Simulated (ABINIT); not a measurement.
The system is Sb.

```
CELL_PARAMETERS angstrom
-1.57654 1.57654 2.71194
1.57654 -1.57654 2.71194
1.57654 1.57654 -2.71194
ATOMIC_POSITIONS crystal
Sb 0.00000 0.00000 0.00000
```

This isn't the form of Sb at room conditions, which is rhombohedral.

Base run:

| Property | Result |
| --- | --- |
| Program | ABINIT 10.8.3 (patched build) |
| Functional | RPBE |
| Potentials or basis | JTH PAW PBE v2.0 |
| Cutoff | 517 eV |
| k mesh | 12 × 12 × 12 |
| Occupations | fermi-dirac, width 0.05 eV |
| Spin | no spin polarisation |

Its results: band gap on the k mesh none (metal or under the smearing width); pressure 2.8 GPa.

After a change of settings the same cell gave: band gap on the k mesh none (metal or under the smearing width); pressure 1.1 GPa. Which change was it?
A. functional from RPBE to LDA
B. functional from RPBE to AM05
C. functional from RPBE to r2SCAN
D. functional from RPBE to BLYP

C.

Caveats: the PAW data sets were made with another functional, which shifts forces and pressure a little.

Runs at the PBE level aren't shown here.
